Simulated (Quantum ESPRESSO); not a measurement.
Crystal: HfB2.

```
CELL_PARAMETERS angstrom
3.14000 0.00000 0.00000
-1.57000 2.71932 0.00000
0.00000 0.00000 3.48000
ATOMIC_POSITIONS crystal
Hf 0.00000 0.00000 0.00000
B 0.66667 0.33333 0.50000
B 0.33333 0.66667 0.50000
```

- Program: Quantum ESPRESSO 7.5
- Task: single point
- Functional: PBE
- Potentials or basis: SSSP 1.3 efficiency PBE
- Cutoff: 816 eV
- Density cutoff: 5987 eV
- k mesh: 10 × 10 × 8
- Occupations: fermi-dirac, width 0.05 eV
- Spin: no spin polarisation

On this cell: pressure 1.7 GPa; largest force under 0.003 eV/Å; band gap on the k mesh none (metal or under the smearing width).

The same run follows on a disturbed copy (atoms moved at random, drawn with an rms of 0.05 Å):

```xyz
3
Lattice="3.1400 0.0000 0.0000 -1.5700 2.7193 0.0000 0.0000 0.0000 3.4800" Properties=species:S:1:pos:R:3 pbc="T T T"
Hf    0.0187   -0.0103   -0.0103
B     1.5755    0.9342    1.7097
B    -0.0634    1.8359    1.6862
```

Problem. What changes?

Solution. The energy (extrapolated to zero smearing) moves by +21.9 meV/atom; pressure 2.5 GPa; largest force 1.319 eV/Å; band gap on the k mesh none (metal or under the smearing width).

Forces in eV/Å, atoms in the order of the input:
```
Hf  -0.678  0.523 -0.492
B   -0.577 -0.397  0.107
B    1.255 -0.126  0.386
```

Stress tensor (GPa, compression positive):
```
 2.43 -0.49  0.48
-0.49  1.98 -0.32
 0.48 -0.32  3.03
```
